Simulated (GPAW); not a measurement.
Runs of GPAW 26.7.0 on Sb. Symmetry: R-3m, No. 166, trigonal system. The conventional cell has a = 4.308 Å, b = 4.308 Å, c = 11.274 Å, α = 90.00°, β = 90.00°, γ = 120.00°. Sb (site symmetry 3m) is surrounded by 3 Sb at 2.91 Å. 

```tsv
task	level	potentials or basis	cell	k mesh	cutoff (eV)	maxiter	convergence	optimizer	fmax	max steps	gap on the mesh (eV)	pressure (GPa)	relaxed volume (Å³/atom)	largest force (eV/Å)
single point	PBEsol	PAW data sets generated in the run's folder for this functional, pw	as given	8 × 8 × 8	600	150	-	-	-	-	none	(a)	-	0.09
single point	PBE	GPAW PAW data sets (gpaw-data 1.2.1), pw	as given	6 × 6 × 6	450	120	default	-	-	-	none	0.9	-	(b)
relaxation of cell and atoms	PBEsol+D3(BJ)+ATM	PAW data sets generated in the run's folder for this functional, pw	relaxed	6 × 6 × 6	600	150	density=1e-05 forces=0.0001	BFGS	0.02 eV/Å	60	none	0.0	28.51	-
relaxation of cell and atoms	PBEsol+D3	PAW data sets generated in the run's folder for this functional, pw	relaxed	6 × 6 × 6	600	150	density=1e-05 forces=0.0001	BFGS	0.02 eV/Å	60	none	-0.1	29.36	0.02
```

Alike in all rows: no spin polarisation; smearing fermi-dirac 0.05 eV.

Problem. Estimate the missing entries.

Solution. (a) -0.3; (b) 0.06.

Caveats: later steps reuse the first step's grids (some runs); pairwise dispersion overbinds metals, which lowers pressure and volume (some runs); the cutoff is short for stress and forces, so pressures can be off by a GPa or more (some runs).

A k mesh can miss the band edges, and the runs leave out spin-orbit coupling on Sb.

A gap of «none» marks a metal or a gap under the smearing width.
